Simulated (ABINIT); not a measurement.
Runs of ABINIT 10.8.3 (patched build) on PbO (Litharge). The structure is tetragonal, space group P4/nmm (No. 129). The conventional cell has a = 3.990 Å, b = 3.990 Å, c = 5.010 Å, α = 90.00°, β = 90.00°, γ = 90.00°. Pb (site symmetry 4mm) is surrounded by 4 O at 2.33 Å. Around O (site symmetry -4m2) lie 4 Pb at 2.33 Å. 

```tsv
task	level	potentials or basis	spin	k mesh	cutoff (eV)	smearing	fine-grid cutoff	bands in the sums	broadening (eV)	scissor shift (eV)	tensor components	gap on the mesh (eV)	pressure (GPa)	largest force (eV/Å)
single point	PBE	JTH PAW PBE v2.0	SOC, no magnetisation	5 × 5 × 4	626	fermi-dirac 0.05 eV	1224.51 eV	-	-	-	-	1.57	2.8	0.04
optical spectrum	LDA	PseudoDojo NC SR LDA v0.4.1 standard	off	8 × 8 × 8, shifted	952	fixed	-	26	0.05	1	[11, 33]	-	-	0.55
single point	LDA	PseudoDojo NC SR LDA v0.4.1 standard	off	5 × 5 × 4	952	fermi-dirac 0.05 eV	-	-	-	-	-	(a)	-	0.55
one-shot levels of the hybrid PBE0-1/3	LDA	PseudoDojo NC SR LDA v0.4.1 standard	off	4 × 4 × 4	952	fixed	-	28	-	-	-	1.12	-	-
effective masses	PBE	JTH PAW PBE v2.0	SOC, no magnetisation	5 × 5 × 4	626	fixed	1224.51 eV	-	-	-	-	-	2.8	0.04
```

Alike in all rows: cell as given.

Task: Estimate the missing entries.

Result: (a) 1.59.

Caveats: an odd mesh through Γ misses points on the zone boundary, where band edges often lie (some runs); spin-orbit coupling is left out, which as a rule narrows the gap of such compounds by several tenths of an eV (some runs); spectra need much finer meshes, so this one isn't converged (some runs); the scissor shift was typed, not computed (some runs); independent-particle spectra lack excitons (some runs); the masses are taken at a mesh point that needn't be the band's extremum (some runs).

A k mesh can miss the band edges, and rows without SOC leave out spin-orbit coupling on Pb.
